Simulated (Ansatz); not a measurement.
`FC(F)(F)C(F)(F)C(F)(F)C(F)(F)F` + `CF` → `FCC(F)(F)C(F)(F)C(F)(F)F` + `FC(F)F`  (formal exchange of groups at a C–C bond)

Gas-phase electronic energies from Ansatz, PBE0-D4/def2-TZVP geometries. CCSD(T)/CBS adds triple-zeta CCSD(T) − MP2 to the extrapolated MP2 energy (def2 sets, frozen cores). This one scheme is used for every species. Functionals use def2-TZVPP. B3LYP here is the variant with VWN-RPA as its local correlation; programs differ in this. HSE06 is defined as in plane-wave codes. Each species was taken in one conformer, which may not be the lowest.

```
         level  ΔE (kJ/mol)  difference from CCSD(T)/CBS
    r2SCAN0-D4        -33.8                          3.7
       ωB97X-V        -33.6                          3.9
        revPBE        -41.2                         -3.7
          PBE0        -39.4                         -1.9
         B3LYP        -41.5                         -4.0
       r2SCANh        -33.0                          4.5
         HSE06        -39.3                         -1.8
         BHLYP        -42.3                         -4.8
MP2/def2-TZVPP        -38.7                         -1.2
  HF/CBS(def2)        -45.5                         -8.0
   CCSD(T)/CBS        -37.5                            0
```

Largest T1 diagnostic among the species: 0.012.

The D4 term adds +5.2 kJ/mol with B3LYP and +3.1 kJ/mol with PBE0; it sums over pairs of atoms, weighted by their polarisabilities, and B3LYP, whose exchange is more repulsive, gets the larger term. Leaving LDA and LC-ωPBE aside and taking each functional with its dispersion term where it has one, the values, not all of them listed here, spread over 11.7 kJ/mol, from B2PLYP to B97M-V. LDA lies +6.9 kJ/mol from PBE without D4. At CCSD(T), def2-SVP lies +5.6 kJ/mol from the extrapolated value and def2-TZVPP +0.8 kJ/mol.

CCSD(T)/CBS has its own doubt, a few kJ/mol and more with outer-core shells, so smaller differences from it don't rank the levels.
